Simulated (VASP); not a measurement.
# Si: restarted molecular dynamics, 2 variants

Si, Cmcm (no. 63), 12 atoms in the cell. PBE, molecular dynamics; PAW potentials Si (PBE set).

| Restart from | Temperature at the end (K) | The same without a restart (K) | Potential energy at the end (eV/atom) | The same without a restart (eV/atom) | Electronic steps in the first step after the restart | Time (s) |
|---|---|---|---|---|---|---|
| CONTCAR with velocities, WAVECAR read | 585.0 | 585.0 | -5.14512 | -5.14512 | 4 | 228 |
| CONTCAR with velocities, no WAVECAR | 585.0 | 585.0 | -5.14512 | -5.14512 | 21 | 238 |

Limits: 120 fs of 12 atoms are too short for converged averages; the cell is only 3.6 Å across, so each atom moves in step with near copies of itself.

## Input of the first row

INCAR.step1:
```
ALGO = Fast ; EDIFF = 1E-6
ENCUT = 250 ; GGA = PE
IBRION = 0 ; ISIF = 2
ISMEAR = -1 ; ISYM = 0
KPAR = 2 ; LASPH = True
LCHARG = False ; LREAL = Auto
LWAVE = True ; MDALGO = 2
NELM = 60 ; NELMIN = 4
NSW = 30 ; POTIM = 2.0
PREC = Normal ; RANDOM_SEED = 989961 0 0
SIGMA = 0.069 ; SMASS = -3
TEBEG = 1600
```

INCAR.step2, as INCAR.step1 but for:
```
- LWAVE = True
+ LWAVE = False
```

KPOINTS:
```
k-points
0
Gamma
  3 3 1
```

POSCAR.step1:
```
Si
1.0
    1.9144324750     -5.3526803600      0.0000000000
    1.9144324750      5.3526803600      0.0000000000
    0.0000000000      0.0000000000     12.6727301900
Si
12
Direct
    0.0287294100      0.9712705900      0.9093701000
    0.9712705900      0.0287294100      0.0906299000
    0.0287294100      0.9712705900      0.5906299000
    0.9712705900      0.0287294100      0.4093701000
    0.5713149400      0.4286850600      0.1572709100
    0.4286850600      0.5713149400      0.8427290900
    0.5713149400      0.4286850600      0.3427290900
    0.4286850600      0.5713149400      0.6572709100
    0.2427338200      0.7572661800      0.9451065600
    0.7572661800      0.2427338200      0.0548934400
    0.2427338200      0.7572661800      0.5548934400
    0.7572661800      0.2427338200      0.4451065600
```

Commands (each step's output is kept before the next begins):
```
cat potpaw_PBE.64/Si/POTCAR > POTCAR
cp INCAR.step1 INCAR
cp POSCAR.step1 POSCAR
mpirun -np 2 vasp_std > vasp.out
cp CONTCAR POSCAR
cp INCAR.step2 INCAR
mpirun -np 2 vasp_std > vasp.out
```

Changes of the last row against the first:
```
(step 1)
- LWAVE = True
+ LWAVE = False
```

VASP 6.6.1 took 228 s on 2 cores (Intel Xeon Platinum 8259CL @ 2.50GHz (Skylake/Cascade Lake)), a shared host.
